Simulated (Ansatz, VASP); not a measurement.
**One calculation of Mg, two programs**

The input POSCAR:

```
Mg
1.0
   -1.8359916300      1.8359916300      1.6794040200
    1.8359916300     -1.8359916300      1.6794040200
    1.8359916300      1.8359916300     -1.6794040200
Mg
1
Direct
    0.0000000000      0.0000000000      0.0000000000
```

Contents of INCAR.step1:

```
SYSTEM = Mg
PREC = Accurate
ENCUT = 600
ISMEAR = 0
SIGMA = 0.1
LREAL = .FALSE.
LASPH = .TRUE.
NELM = 100
GGA = PE
ALGO = Normal
EDIFF = 1E-4
LWAVE = .TRUE.
LCHARG = .FALSE.
```

File INCAR.step2:

```
SYSTEM = Mg
PREC = Accurate
ENCUT = 600
EDIFF = 1E-6
ISMEAR = 0
SIGMA = 0.1
LREAL = .FALSE.
LASPH = .TRUE.
NELM = 100
ALGO = Normal
ISIF = 3
LWAVE = .FALSE.
LCHARG = .FALSE.
METAGGA = R2SCAN
LMIXTAU = .TRUE.
IBRION = 2
NSW = 100
EDIFFG = -0.005
ISTART = 1
```

The input KPOINTS:

```
regular mesh
0
G
  16 16 16
  0 0 0
```

Input for Ansatz:

```yaml
crystal:
  lattice:
    - [-1.83599163, 1.83599163, 1.67940402]
    - [1.83599163, -1.83599163, 1.67940402]
    - [1.83599163, 1.83599163, -1.67940402]
  atoms:
    - { symbol: Mg, position: [0.0, 0.0, 0.0] }
basis:
  ecutwfc: 500
kpoints:
  mp_grid: { grid: [16, 16, 16] }
hamiltonian:
  xc: r2scan
scf:
  occupations: { method: gaussian, width: 0.1 }
output:
  forces: true
  stress: true
  eigenvalues: true
relax:
  adjacent_minimum: "off"
  f_tol: 0.005
  max_steps: 80
  cell: { stress_tol: 0.05 }
```

This isn't the form of Mg at room conditions, which is hcp.

Alike in both runs: task relaxation of cell and atoms; functional r2SCAN; k mesh 16 × 16 × 16; occupations gaussian, width 0.1 eV; no spin polarisation.

```csv
,VASP,Ansatz
version,VASP 6.6.1,Ansatz 0.2.0
potentials or method,"VASP PAW PBE potentials, release 64 (Mg)","scalar-relativistic, plane waves, PAW"
plane-wave cutoff (eV),600,500
valence electrons in the cell,2,10
```

|  | VASP | Ansatz | Ansatz less VASP |
| --- | --- | --- | --- |
| gap on the k mesh at the Fermi level, each at its own relaxed structure (eV) | none | none | - |
| relaxed volume (Å³/atom) | 22.42 | 22.57 | +0.156 |
| relaxed cell length with the largest relative difference (Å) | 3.079 | 3.087 | +0.0073 |
| energy change over the relaxation (meV/atom) | -1 | -1 | +0.3 |

A gap of «none» marks a metal or a gap that the smearing closes. The two sets of potentials don't hold the same shells in valence.

Caveats: the PAW data sets were made with another functional, which shifts forces and pressure a little (VASP).
